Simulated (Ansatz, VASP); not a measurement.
## As: VASP beside Ansatz

```xyz
2
Lattice="3.0023 0.0000 0.0000 -1.5012 2.6001 0.0000 0.0000 0.0000 5.0371" Properties=species:S:1:pos:R:3 pbc="T T T"
As    0.0000    1.7334    1.2593
As    1.5012    0.8667    3.7778
```

Alike in both runs: functional PBE; k mesh 15 × 15 × 8; occupations fermi-dirac, width 0.1 eV; no spin polarisation.

Ansatz relaxed the structure, and its values are those at the end. VASP's run is a single point on that final structure, the one shown.

|  | VASP | Ansatz |
| --- | --- | --- |
| version | VASP 6.6.1 | Ansatz 0.2.0 |
| potentials or method | VASP PAW PBE potentials, release 64 (As) | PAW with Ansatz's default frozen-core files, scalar-relativistic |
| plane-wave cutoff (eV) | 520 | 420 |
| valence electrons in the cell | 10 | 30 |

```csv
,VASP,Ansatz,Ansatz less VASP
pressure (GPa),-1.5,-1.5,-0.03
```

The functional is the same, so the differences come from potentials, cutoffs and numerics. The two sets of potentials don't hold the same shells in valence.
